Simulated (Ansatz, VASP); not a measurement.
## One calculation of TaN, two programs

```
Ta N
1.0
     0.00000    2.20838    2.20838
     2.20838    0.00000    2.20838
     2.20838    2.20838    0.00000
Ta N
1 1
Cartesian
  2.2084 2.2084 2.2084
  0.0000 0.0000 0.0000
```

Alike in both runs: functional PBE; k mesh 13 × 13 × 13; occupations gaussian, width 0.1 eV; no spin polarisation.

Ansatz relaxed the structure, and its values are those at the end. VASP's run is a single point on that final structure, the one shown.

|  | VASP | Ansatz |
| --- | --- | --- |
| version | VASP 6.6.1 | Ansatz 0.2.0 |
| potentials or method | VASP PAW PBE potentials, release 64 (Ta_pv, N) | plane waves, PAW |
| plane-wave cutoff (eV) | 520 | 420 |
| valence electrons in the cell | 16 | 18 |

|  | VASP | Ansatz | Ansatz less VASP |
| --- | --- | --- | --- |
| pressure (GPa) | 0.8 | 0.0 | -0.77 |

The two sets of potentials don't hold the same shells in valence.

Spin-orbit coupling is left out, which matters for the levels of Ta.
